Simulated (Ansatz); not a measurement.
`C=C(C=O)CC` + H₂ → `C=CCC` + `C=O`  (hydrogenolysis of a C–C bond)

Isolated molecules relaxed with PBE0-D4/def2-TZVP in Ansatz; ΔE leaves out vibrations. CCSD(T)/CBS adds triple-zeta CCSD(T) − MP2 to the extrapolated MP2 energy (def2 sets, frozen cores). This one scheme is used for every species. DFT in def2-TZVPP. One conformer a species, not always the lowest.

```tsv
level	ΔE (eV)
CAM-B3LYP-D4	-0.01
BHLYP	-0.13
CCSD/def2-SVP	-0.08
SCS-MP2/def2-TZVPP	-0.02
```

Task: What does CCSD(T)/CBS give? (Estimate.)

Result: The calculation gave: 0.00 eV. The listed levels differ from it by -0.01, -0.13, -0.08, -0.02 eV.

Largest T1 diagnostic among the species: 0.015.

In def2-TZVPP, CCSD(T) changes the Hartree–Fock value by +0.27 eV (the triples alone add +0.08 eV) and MP2 by +0.35 eV. From BLYP to BHLYP (50 % exact exchange), in def2-TZVPP and without D4, ΔE moves by −0.05 eV.

CCSD(T)/CBS has its own doubt, a few kJ/mol and more with outer-core shells, so smaller differences from it don't rank the levels.
